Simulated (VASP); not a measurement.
# The defect H_Cl in a supercell of LiCl (Fm-3m), part 5 of 9

Aim: the formation energy and local structure of the defect H_Cl in LiCl (Fm-3m). The start is a computed cell from the Materials Project.

VASP 6.6.1, plane waves and PAW; the level of theory is named at each step.

So far. Step 6 (Relaxing the atoms): The run ended after 3 ionic steps, 0.006 eV below its first step, once the forces on the free atoms met EDIFFG = -0.03. Step 6 (Relaxing the atoms): Energy at zero smearing: -6.47561 eV.

### Step 7. Reference Li

This step: PBEsol; plane waves and PAW (Li) (VASP 6.6.1).

System of this step: Li. The structure is cubic, space group Im-3m (No. 229). Conventional cell: a = 3.490 Å, b = 3.490 Å, c = 3.490 Å, α = 90.00°, β = 90.00°, γ = 90.00°. Nearest to Li lie 8 Li at 3.02 Å.

Li is not exchanged here; its energy serves the host's formation enthalpy.

The input, INCAR:

```
SYSTEM = Li
PREC = Normal
ENCUT = 300
EDIFF = 1E-05
NELM = 120
ISMEAR = 1
SIGMA = 0.1
LREAL = Auto
ALGO = Fast
GGA = PS
NBANDS = 6
LORBIT = 11
LWAVE = .FALSE.
LCHARG = .FALSE.
KPAR = 4
IBRION = 2
NSW = 25
ISIF = 3
EDIFFG = -0.02
POTIM = 0.4
```

The input, POSCAR:

```
Li
1.0
   -1.7450000000      1.7450000000      1.7450000000
    1.7450000000     -1.7450000000      1.7450000000
    1.7450000000      1.7450000000     -1.7450000000
Li
1
Direct
    0.0000000000      0.0000000000      0.0000000000
```

The input, KPOINTS:

```
Automatic mesh
0
Gamma
11 11 11
0 0 0
```

PAW data sets: Li (PBE family, release 64).

Command:

```
$ mpirun -np 4 vasp_std
```

What it wrote:

```text
[banner, memory and clock lines left out]
running    4 mpi-ranks, on    1 nodes
 distrk:  each k-point on    1 cores,    4 groups
 distr:  one band on    1 cores,    1 groups

 POSCAR found type information on POSCAR Li
 POSCAR found :  1 types and       1 ions
 [... a notice as in an earlier step ...]

 [... a notice as in an earlier step ...]

 LDA part: xc-table for (Slater+PW92), standard interpolation
 POSCAR, INCAR and KPOINTS ok, starting setup
 FFT: planning ... GRIDC
 FFT: planning ... GRID_SOFT
 FFT: planning ... GRID
 WAVECAR not read
 entering main loop
       N       E                     dE             d eps       ncg     rms          rms(c)
DAV:   1    -0.188109487559E+01   -0.18811E+01   -0.13808E+02   852   0.313E+01
DAV:   2    -0.196106860044E+01   -0.79974E-01   -0.66918E-01   936   0.313E+00
DAV:   3    -0.196132279579E+01   -0.25420E-03   -0.25420E-03   756   0.134E-01
DAV:   4    -0.196132289979E+01   -0.10400E-06   -0.10399E-06   894   0.244E-03
DAV:   5    -0.196132289984E+01   -0.44382E-10   -0.49043E-10   720   0.458E-05    0.138E-01
RMM:   6    -0.196051012694E+01    0.81277E-03   -0.18384E-05   657   0.173E-02    0.902E-02
RMM:   7    -0.196001470171E+01    0.49543E-03   -0.57177E-05   664   0.336E-02    0.410E-03
RMM:   8    -0.196000470206E+01    0.99997E-05   -0.30211E-06   424   0.106E-02
   1 F= -.19600047E+01 E0= -.19597495E+01  d E =-.196000E+01
 curvature:   0.00 expect dE= 0.000E+00 dE for cont linesearch  0.000E+00
 trial: gam= 0.00000 g(F)=  0.000E+00 g(S)=  0.551E-03 ort = 0.000E+00 (trialstep = 0.100E+01)
 search vector abs. value=  0.551E-03
 bond charge predicted
       N       E                     dE             d eps       ncg     rms          rms(c)
DAV:   1    -0.196049600830E+01   -0.48131E-03   -0.17913E-04   738   0.443E-02    0.226E-03
RMM:   2    -0.196049598650E+01    0.21800E-07   -0.12299E-06   266   0.612E-03
   2 F= -.19604960E+01 E0= -.19602376E+01  d E =-.491284E-03
[...]
3 F= -.19614234E+01 E0= -.19611558E+01  d E =-.141872E-02
[...]
4 F= -.19602082E+01 E0= -.19599248E+01  d E =-.203505E-03
 curvature:  13.73 expect dE= 0.829E-02 dE for cont linesearch  0.829E-02
 ZBRENT: bracketing found
 ZBRENT: interpolating
 opt :   5.3216  next Energy=    -1.961531 (dE=-0.153E-02)
 bond charge predicted
       N       E                     dE             d eps       ncg     rms          rms(c)
DAV:   1    -0.196155572245E+01   -0.13405E-02   -0.39607E-03   678   0.213E-01    0.114E-02
RMM:   2    -0.196154626074E+01    0.94617E-05   -0.34970E-05   556   0.333E-02
   5 F= -.19615463E+01 E0= -.19612748E+01  d E =-.154156E-02
 curvature:  -0.18 expect dE=-0.440E-07 dE for cont linesearch -0.440E-07
 trial: gam=-0.02072 g(F)=  0.429E-68 g(S)=  0.247E-06 ort = 0.117E-04 (trialstep = 0.186E+01)
 search vector abs. value=  0.211E-09
 reached required accuracy - stopping structural energy minimisation
```

Elapsed: 2.4 s, on 4 MPI ranks of AMD EPYC 7R43, shared host; peak memory 0.29 GiB; 6.7 s of CPU time.

Parts of OUTCAR (step 7):

```text
   k-points           NKPTS =     56   k-points in BZ     NKDIM =     56   number of bands    NBANDS=      6

   ENCUT  =  300.0 eV  22.05 Ry    4.70 a.u.   4.27  4.27  4.27*2*pi/ulx,y,z

   NELECT =       1.0000    total number of electrons

 E-fermi :   0.3951

 k-point     1 :       0.0000    0.0000    0.0000
  band No.  band energies     occupation
      1      -3.1698      2.00000
      2      15.1014      0.00000
      3      15.1015      0.00000
      4      15.1015      0.00000
      5      19.6812      0.00000
      6      19.6812      0.00000

  Total       -0.0014597     -0.0014597     -0.0014597     -0.0000000     -0.0000000      0.0000000
  in kB       -0.1148441     -0.1148441     -0.1148441     -0.0000000     -0.0000000      0.0000000
  external PRESSURE =      -0.1148441 kB  Pullay stress =       0.0000000 kB

 POSITION                                       TOTAL-FORCE (eV/Angst)
 -----------------------------------------------------------------------------------
      0.00000      0.00000      0.00000        -0.000000     -0.000000     -0.000000
 -----------------------------------------------------------------------------------
    total drift:                               -0.000000     -0.000000     -0.000000

  FREE ENERGIE OF THE ION-ELECTRON SYSTEM (eV)
  ---------------------------------------------------
  free  energy   TOTEN  =        -1.9615462607 eV

  energy  without entropy=       -1.9607317927  energy(sigma->0) =       -1.96127477

[... 2 parts as in an earlier step ...]

[... 14 further parts left out ...]
```

CONTCAR:

```
Li
   1.00000000000000
    -1.7202820721264194    1.7202820721264194    1.7202820721264194
     1.7202820721264194   -1.7202820721264194    1.7202820721264194
     1.7202820721264194    1.7202820721264194   -1.7202820721264194
  Li
     1
Direct
     0.0000000000000000    0.0000000000000000    0.0000000000000000
```

This run has no spin polarisation. Its electron count is odd, so without a moment it is a metal by construction. The k-mesh is coarse for a metal.

Step by step:

```tsv
step	energy less that of the first step (eV)	largest force (eV/Å)	pressure (GPa)	volume (Å³)
1	0.0000	0.0000	-0.52	21.25
2	-0.0005	0.0000	-0.41	21.08
3	-0.0014	0.0000	-0.16	20.58
4	-0.0002	0.0000	0.59	19.60
5	-0.0015	0.0000	-0.01	20.36
```

```tsv
conventional cell, symmetrised	before	after	change
a (Å)	3.490	3.441	-1.4 %
b (Å)	3.490	3.441	-1.4 %
c (Å)	3.490	3.441	-1.4 %
volume (Å³/atom)	21.25	20.36	-4.2 %
```

The relaxed structure:

```cif
data_structure
_symmetry_space_group_name_H-M 'P 1'
_symmetry_Int_Tables_number 1
_cell_length_a 2.9796
_cell_length_b 2.9796
_cell_length_c 2.9796
_cell_angle_alpha 109.471
_cell_angle_beta 109.471
_cell_angle_gamma 109.471
_cell_volume 20.36
loop_
_atom_site_label
_atom_site_type_symbol
_atom_site_fract_x
_atom_site_fract_y
_atom_site_fract_z
_atom_site_occupancy
Li1 Li 0.00000 0.00000 0.00000 1
```

Numbers from this step:

```yaml
electronic_cycles: 16
electrons: 1
free_energy_toten: -1.962 eV
energy_at_zero_smearing: -1.961 eV
fermi_energy: 0.3951 eV
labelled_metallic_from_the_levels_on_this_mesh: yes
```

The run ended after 5 ionic steps, 0.002 eV below its first step, once forces and stress met EDIFFG = -0.02.

Energy at zero smearing: -1.96127 eV.

### Step 8. Relaxing the defect, charge 0

This step: PBEsol; plane waves and PAW (Li, Cl, H) (VASP 6.6.1).

System of this step: Li27HCl26 (H_Cl). The cell holds 54 atoms: 27 Li, 26 Cl and 1 H. Its edges and angles: a = 10.774 Å, b = 10.774 Å, c = 10.774 Å, α = 60.0°, β = 60.0°, γ = 60.0°. It derives from LiCl (LiCl (Fm-3m)). Nearest the centre at fractional (0.500, 0.500, 0.500): H54 at 0.04 Å, Li26 at 2.51 Å, Li15 at 2.52 Å, Li23 at 2.53 Å, Li18 at 2.53 Å, Li17 at 2.56 Å, Li24 at 2.58 Å, Cl35 at 3.59 Å.

Atoms within 3.3 Å of the defect's centre start slightly displaced, with symmetry off, so that a distortion can develop. The atoms relax at the host's fixed cell.

The input, INCAR:

```
SYSTEM = Li27HCl26
PREC = Normal
ENCUT = 300
EDIFF = 1E-05
NELM = 120
ISMEAR = 0
SIGMA = 0.05
LREAL = Auto
ALGO = Fast
GGA = PS
LORBIT = 11
LWAVE = True
LCHARG = .TRUE.
KPAR = 4
IBRION = 2
NSW = 50
ISIF = 2
EDIFFG = -0.03
POTIM = 0.4
MAXMIX = 40
ISYM = 0
```

The input, POSCAR:

```
Li27HCl26
1.0
    0.0000000000      7.6181400852      7.6181400852
    7.6181400852      0.0000000000      7.6181400852
    7.6181400852      7.6181400852      0.0000000000
Li Cl H
27 26 1
Direct
    0.0000000000      0.0000000000      0.0000000000
    0.0000000000      0.0000000000      0.3333333300
    0.0000000000      0.0000000000      0.6666666700
    0.0000000000      0.3333333300      0.0000000000
    0.0000000000      0.3333333300      0.3333333300
    0.0000000000      0.3333333300      0.6666666700
    0.0000000000      0.6666666700      0.0000000000
    0.0000000000      0.6666666700      0.3333333300
    0.0000000000      0.6666666700      0.6666666700
    0.3333333300      0.0000000000      0.0000000000
    0.3333333300      0.0000000000      0.3333333300
    0.3333333300      0.0000000000      0.6666666700
    0.3333333300      0.3333333300      0.0000000000
    0.3333333300      0.3333333300      0.3333333300
    0.3382346400      0.3307206400      0.6642479000
    0.3333333300      0.6666666700      0.0000000000
    0.3292225700      0.6654957500      0.3351383000
    0.3332604300      0.6701775900      0.6625087600
    0.6666666700      0.0000000000      0.0000000000
    0.6666666700      0.0000000000      0.3333333300
    0.6666666700      0.0000000000      0.6666666700
    0.6666666700      0.3333333300      0.0000000000
    0.6685369500      0.3314082600      0.3366708500
    0.6744118800      0.3269255300      0.6637599700
    0.6666666700      0.6666666700      0.0000000000
    0.6657267400      0.6642608700      0.3346019800
    0.6666666700      0.6666666700      0.6666666700
    0.1666666700      0.1666666700      0.1666666700
    0.1666666700      0.1666666700      0.5000000000
    0.1666666700      0.1666666700      0.8333333300
    0.1666666700      0.5000000000      0.1666666700
    0.1666666700      0.5000000000      0.5000000000
    0.1666666700      0.5000000000      0.8333333300
    0.1666666700      0.8333333300      0.1666666700
    0.1666666700      0.8333333300      0.5000000000
    0.1666666700      0.8333333300      0.8333333300
    0.5000000000      0.1666666700      0.1666666700
    0.5000000000      0.1666666700      0.5000000000
    0.5000000000      0.1666666700      0.8333333300
    0.5000000000      0.5000000000      0.1666666700
    0.5000000000      0.5000000000      0.8333333300
    0.5000000000      0.8333333300      0.1666666700
    0.5000000000      0.8333333300      0.5000000000
    0.5000000000      0.8333333300      0.8333333300
    0.8333333300      0.1666666700      0.1666666700
    0.8333333300      0.1666666700      0.5000000000
    0.8333333300      0.1666666700      0.8333333300
    0.8333333300      0.5000000000      0.1666666700
    0.8333333300      0.5000000000      0.5000000000
    0.8333333300      0.5000000000      0.8333333300
    0.8333333300      0.8333333300      0.1666666700
    0.8333333300      0.8333333300      0.5000000000
    0.8333333300      0.8333333300      0.8333333300
    0.4983548800      0.4973482200      0.5001582800
```

The input, KPOINTS:

```
Automatic mesh
0
Gamma
2 2 2
0 0 0
```

The projector-augmented-wave data sets are Li, Cl and H (PBE family, release 64).

Command:

```
$ mpirun -np 4 vasp_std
```

What it wrote:

```text
[banner, memory and clock lines left out]
running    4 mpi-ranks, on    1 nodes
 distrk:  each k-point on    1 cores,    4 groups
 distr:  one band on    1 cores,    1 groups

 POSCAR found type information on POSCAR LiClH
 POSCAR found :  3 types and      54 ions
 [... a notice as in an earlier step ...]

 LDA part: xc-table for (Slater+PW92), standard interpolation
 POSCAR, INCAR and KPOINTS ok, starting setup
 FFT: planning ... GRIDC
 FFT: planning ... GRID_SOFT
 FFT: planning ... GRID
 WAVECAR not read
 entering main loop
       N       E                     dE             d eps       ncg     rms          rms(c)
DAV:   1     0.102005399395E+04    0.10201E+04   -0.64973E+04  2192   0.865E+02
DAV:   2    -0.104174157986E+03   -0.11242E+04   -0.10963E+04  2712   0.198E+02
DAV:   3    -0.203281502210E+03   -0.99107E+02   -0.98831E+02  2504   0.694E+01
DAV:   4    -0.205002731882E+03   -0.17212E+01   -0.17179E+01  2584   0.108E+01
DAV:   5    -0.205042703281E+03   -0.39971E-01   -0.39943E-01  2520   0.161E+00    0.111E+01
RMM:   6    -0.203653907920E+03    0.13888E+01   -0.30270E+00  2128   0.311E+00    0.754E+00
RMM:   7    -0.203710122220E+03   -0.56214E-01   -0.26293E+00  2144   0.281E+00    0.352E+00
RMM:   8    -0.203722186793E+03   -0.12065E-01   -0.29839E-01  2128   0.109E+00    0.116E+00
RMM:   9    -0.203714449517E+03    0.77373E-02   -0.31641E-02  2128   0.383E-01    0.210E-01
RMM:  10    -0.203715356223E+03   -0.90671E-03   -0.89305E-03  2136   0.182E-01    0.142E-01
RMM:  11    -0.203715423936E+03   -0.67713E-04   -0.20163E-03  2128   0.101E-01    0.111E-01
RMM:  12    -0.203715399702E+03    0.24234E-04   -0.24272E-04  2193   0.364E-02    0.216E-02
RMM:  13    -0.203715404013E+03   -0.43103E-05   -0.11569E-04  2078   0.211E-02    0.470E-03
RMM:  14    -0.203715401876E+03    0.21369E-05   -0.18205E-05  1411   0.892E-03
   1 F= -.20371540E+03 E0= -.20371540E+03  d E =-.203715E+03
 curvature:   0.00 expect dE= 0.000E+00 dE for cont linesearch  0.000E+00
 trial: gam= 0.00000 g(F)=  0.152E-01 g(S)=  0.000E+00 ort = 0.000E+00 (trialstep = 0.100E+01)
 search vector abs. value=  0.152E-01
 bond charge predicted
       N       E                     dE             d eps       ncg     rms          rms(c)
DAV:   1    -0.203729389164E+03   -0.13985E-01   -0.11967E-01  2480   0.715E-01    0.210E-01
RMM:   2    -0.203729917006E+03   -0.52784E-03   -0.60196E-03  2128   0.195E-01    0.616E-02
RMM:   3    -0.203729893474E+03    0.23532E-04   -0.90394E-04  2129   0.782E-02    0.552E-02
RMM:   4    -0.203729877380E+03    0.16094E-04   -0.39195E-04  2128   0.420E-02    0.654E-02
RMM:   5    -0.203729869822E+03    0.75587E-05   -0.10709E-04  2089   0.215E-02    0.141E-02
RMM:   6    -0.203729870537E+03   -0.71539E-06   -0.23733E-05  1372   0.101E-02
   2 F= -.20372987E+03 E0= -.20372987E+03  d E =-.144687E-01
[...]
3 F= -.20376579E+03 E0= -.20376579E+03  d E =-.503865E-01
[...]
4 F= -.20380570E+03 E0= -.20380570E+03  d E =-.902957E-01
[...]
5 F= -.20380972E+03 E0= -.20380972E+03  d E =-.943222E-01
[...]
6 F= -.20382766E+03 E0= -.20382766E+03  d E =-.179332E-01
[...]
7 F= -.20383156E+03 E0= -.20383156E+03  d E =-.218345E-01
[...]
8 F= -.20383188E+03 E0= -.20383188E+03  d E =-.221526E-01
 curvature:  -4.70 expect dE=-0.313E-02 dE for cont linesearch -0.208E-05
 trial: gam= 0.08011 g(F)=  0.666E-03 g(S)=  0.000E+00 ort =-0.702E-04 (trialstep = 0.388E+01)
 search vector abs. value=  0.726E-03
 bond charge predicted
       N       E                     dE             d eps       ncg     rms          rms(c)
DAV:   1    -0.203832973767E+03   -0.11001E-02   -0.21623E-01  2262   0.980E-01    0.300E-01
RMM:   2    -0.203836431777E+03   -0.34580E-02   -0.25910E-02  2128   0.334E-01    0.434E-01
RMM:   3    -0.203834458551E+03    0.19732E-02   -0.26605E-03  2128   0.140E-01    0.223E-01
RMM:   4    -0.203833981987E+03    0.47656E-03   -0.60697E-03  2130   0.131E-01    0.224E-01
RMM:   5    -0.203834184978E+03   -0.20299E-03   -0.13821E-03  2128   0.808E-02    0.175E-01
RMM:   6    -0.203834065922E+03    0.11906E-03   -0.44954E-04  2128   0.442E-02    0.115E-01
RMM:   7    -0.203834088981E+03   -0.23059E-04   -0.27616E-04  2085   0.323E-02    0.169E-01
RMM:   8    -0.203834069204E+03    0.19777E-04   -0.30515E-05  1599   0.145E-02    0.185E-01
RMM:   9    -0.203834065127E+03    0.40766E-05   -0.13953E-05  1296   0.737E-03
   9 F= -.20383407E+03 E0= -.20383407E+03  d E =-.218854E-02
 trial-energy change:   -0.002189  1 .order   -0.002029   -0.002564   -0.001495
 step:   6.1321(harm=  9.3125)  dis= 0.00752  next Energy=  -203.834530 (dE=-0.265E-02)
 reached required accuracy - stopping structural energy minimisation
 writing wavefunctions
```

It took 12 min on 4 MPI ranks; peak memory 2.2 GiB.

From OUTCAR (step 8):

```text
   k-points           NKPTS =      8   k-points in BZ     NKDIM =      8   number of bands    NBANDS=    133

   NELECT =     210.0000    total number of electrons

 E-fermi :   1.6360

 k-point     1 :       0.0000    0.0000    0.0000
  band No.  band energies     occupation
    ...
    101       0.3226      2.00000
    102       0.4484      2.00000
    103       0.4510      2.00000
    104       0.4521      2.00000
    105       1.1612      2.00000
    106       6.8159      0.00000
    107       7.3462      0.00000
    108       7.3504      0.00000
    109       7.3509      0.00000
    110       7.3543      0.00000
    ...

  Total       -5.2923407     -5.2591320     -5.3079803      0.0382895      0.0302348      0.0275065
  in kB       -9.5891810     -9.5290102     -9.6175184      0.0693766      0.0547824      0.0498390
  external PRESSURE =      -9.5785699 kB  Pullay stress =       0.0000000 kB

 POSITION                                       TOTAL-FORCE (eV/Angst)
 -----------------------------------------------------------------------------------
      0.00219      7.61987      7.61842        -0.001809      0.000916      0.003179
     10.14098      2.52399      7.61774        -0.006316     -0.007719      0.001225
     12.70505      5.09659      7.61857         0.010144      0.003693     -0.001618
     10.14200      7.61851      2.52912        -0.009715     -0.001311     -0.014467
      5.07528      2.54187      2.54426         0.003701     -0.005755     -0.010194
      7.61738      5.09507      2.52937         0.001628      0.010244     -0.011873
     12.70711      7.61749      5.09097         0.012372      0.002312      0.009127
      7.61974     10.14217     12.70600        -0.005278     -0.006261      0.011900
     10.15804     12.69849     12.69488        -0.004812     -0.000884      0.002688
      0.00101      2.52760      2.52765        -0.003545     -0.014189     -0.011203
      2.53802      5.07641      2.54084        -0.001258      0.005496     -0.004764
      5.09286      7.61678      2.52718         0.008684      0.003833     -0.008892
     10.15474     10.15338      5.08385        -0.001803      0.004099     -0.005389
      5.07691      5.07975      5.07858         0.002452      0.001032      0.000162
      7.61393      7.62027      5.24978        -0.005619     -0.001645      0.002444
     12.70158     10.14718      7.61839         0.018411     -0.013532     -0.000741
      7.61335      5.21807      7.61155         0.002604      0.002278     -0.000739
     10.01541      7.61782      7.61463         0.007707     -0.005636      0.006061
      7.61798      5.09505     12.70247        -0.000106      0.007377      0.015449
     10.14126      7.61922     12.71176        -0.007126     -0.003042      0.007457
     12.69153     10.16040     12.69209         0.005408     -0.003938      0.008228
      2.53135      5.08933      7.61782        -0.016079      0.016994      0.000403
      5.23807      7.61614      7.61473         0.005551      0.009103      0.001128
      7.61462     10.04142      7.61617        -0.012738      0.000839      0.000031
[...]
-----------------------------------------------------------------------------------
    total drift:                               -0.019634      0.008919     -0.008296

  FREE ENERGIE OF THE ION-ELECTRON SYSTEM (eV)
  ---------------------------------------------------
  free  energy   TOTEN  =      -203.8340651271 eV

  energy  without entropy=     -203.8340651271  energy(sigma->0) =     -203.83406513

[... 4 parts as in an earlier step ...]

[... 10 further parts left out ...]
```

Relaxation path:

```tsv
step	energy less that of the first step (eV)	largest force (eV/Å)
1	0.0000	0.2750
2	-0.0145	0.2515
3	-0.0504	0.1865
4	-0.0903	0.0922
5	-0.0943	0.1078
6	-0.1123	0.0669
7	-0.1162	0.0425
8	-0.1165	0.0342
9	-0.1187	0.0234
```

The atoms that moved most (Å):

```tsv
atom	dx	dy	dz	length
Li24	0.067	-0.153	-0.012	0.168
Li17	-0.010	0.157	0.034	0.161
Li15	0.034	-0.017	0.154	0.158
Li23	0.149	-0.042	-0.003	0.154
Li18	-0.137	0.032	-0.030	0.144
Li26	0.004	-0.006	-0.126	0.127
Cl43	-0.029	-0.001	-0.028	0.040
Cl41	-0.029	-0.026	0.000	0.039
```

This step gave:

- electronic cycles: 77
- electrons: 210
- free energy (TOTEN): -203.8341 eV
- Fermi energy: 1.636 eV

(Part 5 of 9 ends here.)

[Lines on the potential files, build, host, timing and source positions are cut from VASP's logs without a mark.]

[Logs are printed without paths, hosts, clocks, repeated set-up lines and the standing remarks that a program may print on its own settings, such as how far it seeks lower states.]

[Hosts, paths, dates, database ids (printed as entryN), source tags and the programs' standing remarks are cut or masked in the printed files.]

[In band tables of VASP the shares of atoms and orbitals are scaled to a sum of 1 inside the atoms' spheres.]

[Runs that stopped without an error message from VASP are left out.]
